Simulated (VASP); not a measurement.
Here is a VASP 6.6.1 calculation.

INCAR

```
PREC     = Accurate       # precision mode
ENCUT    = 520            # plane-wave cutoff, eV
EDIFF    = 1E-7           # SCF threshold, eV
ISMEAR   = 0              # smearing method
SIGMA    = 0.02           # smearing width, eV
LREAL    = F              # projectors in reciprocal space
LASPH    = T              # aspherical terms in the spheres
NELM     = 80             # most SCF steps
ALGO     = Normal         # electronic algorithm
ISIF     = 2              # what is computed and relaxed
LWAVE    = F              # write WAVECAR
LCHARG   = F              # write CHGCAR
NBANDS   = 16             # bands
```

Contents of KPOINTS:

```
regular mesh
0
Gamma
  8 6 8
```

Contents of POSCAR:

```
AlN                                     
1.0
    3.1377822191      0.0000000000      0.0000000000
    0.0000000000      4.4374941700      0.0000000000
    0.0000000000      0.0000000000      3.0441640301
  Al              N             
     2     2
Direct
     0.0000000000000000    0.9981549185087092    1.0000000000000000
     0.5000000000000000    0.4981549185087092    0.5000000000000000
     0.0000000000000000    0.2518450814912908    0.5000000000000000
     0.5000000000000000    0.7518450814912908    0.0000000000000000
```

File KPOINTS_OPT:

```
path GXSYGZURTZ,YT,UX,SR
10
line-mode
reciprocal
 0.0000000000  0.0000000000  0.0000000000  G
 0.0000000000  0.0000000000  0.5000000000  X

 0.0000000000  0.0000000000  0.5000000000  X
 0.5000000000  0.0000000000  0.5000000000  S

 0.5000000000  0.0000000000  0.5000000000  S
 0.5000000000  0.0000000000  0.0000000000  Y

 0.5000000000  0.0000000000  0.0000000000  Y
 0.0000000000  0.0000000000  0.0000000000  G

 0.0000000000  0.0000000000  0.0000000000  G
 0.0000000000  0.5000000000  0.0000000000  Z

 0.0000000000  0.5000000000  0.0000000000  Z
 0.0000000000  0.5000000000  0.5000000000  U

 0.0000000000  0.5000000000  0.5000000000  U
 0.5000000000  0.5000000000  0.5000000000  R

 0.5000000000  0.5000000000  0.5000000000  R
 0.5000000000  0.5000000000  0.0000000000  T

 0.5000000000  0.5000000000  0.0000000000  T
 0.0000000000  0.5000000000  0.0000000000  Z

 0.5000000000  0.0000000000  0.0000000000  Y
 0.5000000000  0.5000000000  0.0000000000  T

 0.0000000000  0.5000000000  0.5000000000  U
 0.0000000000  0.0000000000  0.5000000000  X

 0.5000000000  0.0000000000  0.5000000000  S
 0.5000000000  0.5000000000  0.5000000000  R
```

Potentials or basis: VASP PAW LDA potentials, release 64 (Al, N).

Launch:

```sh
$ cat potpaw_LDA.64/Al/POTCAR potpaw_LDA.64/N/POTCAR > POTCAR
$ mpirun -np 1 vasp_std > vasp.out
```

Question: Predict the band gap on the k mesh.

Answer: 3.03 eV.

Question: What does it give for the band gap along the path?

Answer: 3.03 eV.

Question: What does it give for the pressure?

Answer: -6.3 GPa.

Question: What does it give for the largest force?

Answer: 0.007 eV/Å.

Levels at the corners of the path, in eV from the valence-band top:
| point | band 6 | band 7 | band 8 | band 9 | band 10 | band 11 |
| --- | --- | --- | --- | --- | --- | --- |
| Γ | -0.26 | -0.20 | 0.00 | 3.08 | 3.91 | 8.34 |
| X | -2.65 | -0.73 | -0.73 | 7.47 | 7.47 | 8.68 |
| X | -2.65 | -0.73 | -0.73 | 7.47 | 7.47 | 8.68 |
| S | -1.97 | -1.97 | -1.97 | 3.03 | 3.03 | 8.07 |
| S | -1.97 | -1.97 | -1.97 | 3.03 | 3.03 | 8.07 |
| Y | -2.75 | -0.48 | -0.48 | 7.58 | 7.58 | 9.14 |
| Y | -2.75 | -0.48 | -0.48 | 7.58 | 7.58 | 9.14 |
| Γ | -0.26 | -0.20 | 0.00 | 3.08 | 3.91 | 8.34 |
| Γ | -0.26 | -0.20 | 0.00 | 3.08 | 3.91 | 8.34 |
| Z | -1.26 | -0.89 | -0.89 | 5.60 | 5.60 | 9.89 |
| Z | -1.26 | -0.89 | -0.89 | 5.60 | 5.60 | 9.89 |
| U | -0.72 | -0.69 | -0.69 | 6.83 | 6.83 | 9.48 |
| U | -0.72 | -0.69 | -0.69 | 6.83 | 6.83 | 9.48 |
| R | -3.56 | -2.84 | -2.84 | 5.66 | 5.66 | 10.94 |
| R | -3.56 | -2.84 | -2.84 | 5.66 | 5.66 | 10.94 |
| T | -0.68 | -0.45 | -0.45 | 7.05 | 7.05 | 9.45 |
| T | -0.68 | -0.45 | -0.45 | 7.05 | 7.05 | 9.45 |
| Z | -1.26 | -0.89 | -0.89 | 5.60 | 5.60 | 9.89 |
| Y | -2.75 | -0.48 | -0.48 | 7.58 | 7.58 | 9.14 |
| T | -0.68 | -0.45 | -0.45 | 7.05 | 7.05 | 9.45 |
| U | -0.72 | -0.69 | -0.69 | 6.83 | 6.83 | 9.48 |
| X | -2.65 | -0.73 | -0.73 | 7.47 | 7.47 | 8.68 |
| S | -1.97 | -1.97 | -1.97 | 3.03 | 3.03 | 8.07 |
| R | -3.56 | -2.84 | -2.84 | 5.66 | 5.66 | 10.94 |

LDA gaps usually lie below the measured ones, often by a third to a half.
